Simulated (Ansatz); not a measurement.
Runs of Ansatz 0.2.0 on AlRu. It takes space group Pm-3m (No. 221, cubic). Conventional cell: a = 2.992 Å, b = 2.992 Å, c = 2.992 Å, α = 90.00°, β = 90.00°, γ = 90.00°. Around Ru (site symmetry m-3m) lie 8 Al at 2.59 Å. Al (site symmetry m-3m) has 8 Ru at 2.59 Å as nearest neighbours. 

| level | cutoff (eV) | gap on the mesh (eV) | pressure (GPa) | relaxed volume (Å³/atom) |
| --- | --- | --- | --- | --- |
| PBEsol | 420 | none | 0.0 | 13.18 |
| revPBE | 420 | none | 0.0 | 13.73 |
| RPBE | 420 | none | 0.0 | 13.79 |
| BLYP | 420 | none | 0.0 | 14.00 |
| LDA | 420 | none | 0.0 | (a) |
| PBEsol+D4 | 420 | none | 0.0 | 12.99 |
| r2SCAN | 500 | none | 0.0 | 13.26 |
| PBEsol+D3(BJ)-ATM | 420 | none | 0.0 | (b) |
| PBEsol+D3(BJ) | 420 | none | 0.0 | 12.82 |
| PBE | 420 | none | 0.0 | 13.55 |

Alike in all rows: task relaxation of cell and atoms; potentials or basis Ansatz PAW; no spin polarisation; cell relaxed; k mesh 9 × 9 × 9; smearing fermi-dirac 0.05 eV.

Estimate the missing entries.

(a) 12.88; (b) 12.90.

Caveats: the plane-wave basis is chosen anew once the cell has moved, so the energies of steps on either side of that aren't comparable; the PAW data sets come from PBE, with cores solved anew for the run's functional, which leaves a small shift of forces and pressure (some runs); pairwise dispersion overbinds metals, which lowers pressure and volume (some runs).

A k mesh can miss the band edges, and the runs leave out spin-orbit coupling on Ru.

A gap of «none» marks a metal or a gap under the smearing width.
